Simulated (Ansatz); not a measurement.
This Ansatz 0.2.0 run on LiH needs a look.

input.yaml

```yaml
crystal:
  lattice:
    - [0.0, 2.03675, 2.03675]
    - [2.03675, 0.0, 2.03675]
    - [2.03675, 2.03675, 0.0]
  atoms:
    - { symbol: Li, position: [0.0, 0.0, 0.0] }
    - { symbol: H, position: [0.5, 0.5, 0.5] }
hamiltonian:
  xc: hf
  pseudopotentials: { kind: nc, accuracy: standard }
  dispersion: d4
kpoints:
  mp_grid: { grid: [6, 6, 6] }
  band_path:
    path:
      - [[0.0, 0.0, 0.0], [0.5, 0.0, 0.5], [0.5, 0.25, 0.75], [0.375, 0.375, 0.75], [0.0, 0.0, 0.0], [0.5, 0.5, 0.5], [0.625, 0.25, 0.625], [0.5, 0.25, 0.75], [0.5, 0.5, 0.5], [0.375, 0.375, 0.75]]
      - [[0.625, 0.25, 0.625], [0.5, 0.0, 0.5]]
    npoints: 4
scf:
  occupations: { method: fixed }
  n_extra_bands: 6
  max_iter: 75
output:
  forces: true
  stress: true
  eigenvalues: true
  fatbands: false
ecutwfc: 60
```

Potentials or basis: PseudoDojo standard.

The run is started by

```bash
$ ansatz run input.yaml --threads 1 --pin off --max-ram 2560MiB --backend cpu --events-out ev --progress --plain --runs-dir out
```

Output:

```text
Error: YAML parse error: error: line 29 column 1: unknown field `ecutwfc`, expected one of crystal, accuracy, basis, kpoints, hamiltonian, magnetization, projection, total_charge, correlation, batch, efield, external_charges, scf, relax, neb, saddle, md, ramp, phonons, dielectric, real_time, elastic, magnetic_configurations, gw, evaluate, workflow, output, checkpoint, execution
  --> <input>:29:1
   |
27 |   eigenvalues: true
28 |   fatbands: false
29 | ecutwfc: 60
   | ^ unknown field `ecutwfc`, expected one of crystal, accuracy, basis, kpoints, hamiltonian, magnetization, projection, total_charge, correlation, batch, efield, external_charges, scf, relax, neb, saddle, md, ramp, phonons, dielectric, real_time, elastic, magnetic_configurations, gw, evaluate, workflow, output, checkpoint, execution
```

Question: What happened, and what is wrong with the input?

Answer: The program refused the input. The input holds a flaw that was put in on purpose: a keyword of another program (ecutwfc = 60).
